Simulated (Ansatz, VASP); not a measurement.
**K: VASP beside Ansatz**

```
K
1.0
     3.26053    0.00000    0.00000
     0.00000    3.26053    0.00000
     0.00000    0.00000    3.26053
K
1
Direct
  0.00000 0.00000 0.00000
```

Change from the starting cell: volume scaled by 0.45, LAPW.

Alike in both runs: task single point; functional PBEsol; k mesh 9 × 9 × 9; occupations fermi-dirac, width 0.1 eV; no spin polarisation.

|  | VASP | Ansatz |
| --- | --- | --- |
| version | VASP 6.6.1 | Ansatz 0.2.0 |
| potentials or method | VASP PAW PBE potentials, release 64 (K_sv), cutoff 520 eV | all-electron LAPW, scalar-relativistic |

|  | VASP | Ansatz | Ansatz less VASP |
| --- | --- | --- | --- |
| pressure (GPa) | 8.8 | 8.8 | -0.06 |

Ansatz ran all-electron here, so the differences hold the error of VASP's frozen core and of both bases.

Caveats: the PAW data sets were made with another functional, which shifts forces and pressure a little (VASP).
